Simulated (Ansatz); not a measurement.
Runs of Ansatz 0.2.0 on Mg. The structure is hexagonal, space group P6_3/mmc (No. 194). Conventional cell: a = 3.177 Å, b = 3.177 Å, c = 10.319 Å, α = 90.00°, β = 90.00°, γ = 120.00°. Mg (site symmetry -6m2) has 12 Mg at 3.17 to 3.18 Å as nearest neighbours. Around Mg (site symmetry -3m) lie 12 Mg at 3.17 to 3.18 Å. 

```tsv
level	gap on the mesh (eV)	pressure (GPa)	relaxed volume (Å³/atom)
r2SCAN+D4	none	0.0	22.61
r2SCAN	none	0.0	22.72
r2SCAN+rVV10	none	0.0	22.61
r2SCAN+D3(BJ)	none	0.0	22.12
r2SCAN+D3(BJ)-ATM	none	0.0	(a)
```

Alike in all rows: task relaxation of cell and atoms; potentials or basis Ansatz PAW; no spin polarisation; cell relaxed; k mesh 10 × 10 × 3; cutoff (eV) 500; smearing fermi-dirac 0.05 eV.

Estimate the missing entries.

(a) 22.27.

Caveats: the plane-wave basis is chosen anew once the cell has moved, so the energies of steps on either side of that aren't comparable; the PAW data sets come from PBE, with cores solved anew for the run's functional, which leaves a small shift of forces and pressure; pairwise dispersion overbinds metals, which lowers pressure and volume (some runs); the dispersion damping was fitted for another functional or another form of the correction (some runs).

A gap of «none» marks a metal or a gap under the smearing width.
